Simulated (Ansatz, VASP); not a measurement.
This is a calculation of Ti for VASP 6.6.1.

File INCAR:

```
SYSTEM = Ti
  ALGO = Normal
  EDIFF = 1E-6
  ENCUT = 520
  ISIF = 2
  ISMEAR = -1
  LASPH = .TRUE.
  LCHARG = .FALSE.
  LREAL = .FALSE.
  LWAVE = .FALSE.
  NBANDS = 12
  NELM = 80
  PREC = Accurate
  SIGMA = 0.05
```

The input KPOINTS:

```
k-points
0
G
  11 11 11
  0 0 0
```

Contents of POSCAR:

```
Ti
1.0
    0.0000000000      2.0567135898      2.0567135898
    2.0567135898      0.0000000000      2.0567135898
    2.0567135898      2.0567135898      0.0000000000
Ti
1
Direct
    0.0000000000      0.0000000000      0.0000000000
```

Potentials or basis: VASP PAW LDA potentials, release 64 (Ti_sv).

The run is started by

```console
$ cat potpaw_LDA.64/Ti_sv/POTCAR > POTCAR
$ mpirun -np 1 vasp_std > vasp.out
```

Problem. Translate it to Ansatz 0.2.0. Potentials there: all-electron LAPW, scalar-relativistic.

Solution. As run (the cutoff follows the program's own potentials):

The input input.yaml:

```yaml
crystal:
  lattice:
    - [0.0, 2.0567135898, 2.0567135898]
    - [2.0567135898, 0.0, 2.0567135898]
    - [2.0567135898, 2.0567135898, 0.0]
  atoms:
    - { symbol: Ti, position: [0.0, 0.0, 0.0] }
kpoints:
  mp_grid: { grid: [11, 11, 11] }
scf:
  occupations: { method: fermi_dirac, width: 0.05 }
hamiltonian:
  xc: lda
  pseudopotentials: { kind: all_electron, lapw: { basis_error: 0.001 } }
output:
  forces: true
  stress: true
  eigenvalues: true
```

Potentials or basis: all-electron LAPW, scalar-relativistic.

Run with:

```sh
$ ansatz run input.yaml --threads 1 --pin off --max-ram 3072MiB --backend cpu --events-out ev --progress --plain --runs-dir out
```

Both were run:

|  | VASP | Ansatz | Ansatz less VASP |
| --- | --- | --- | --- |
| gap on the k mesh at the Fermi level (eV) | none | none | - |
| pressure (GPa) | -9.0 | -8.9 | +0.07 |

A gap of «none» marks a metal or a gap that the smearing closes. Ansatz ran all-electron here, so the differences hold the error of VASP's frozen core and of both bases.
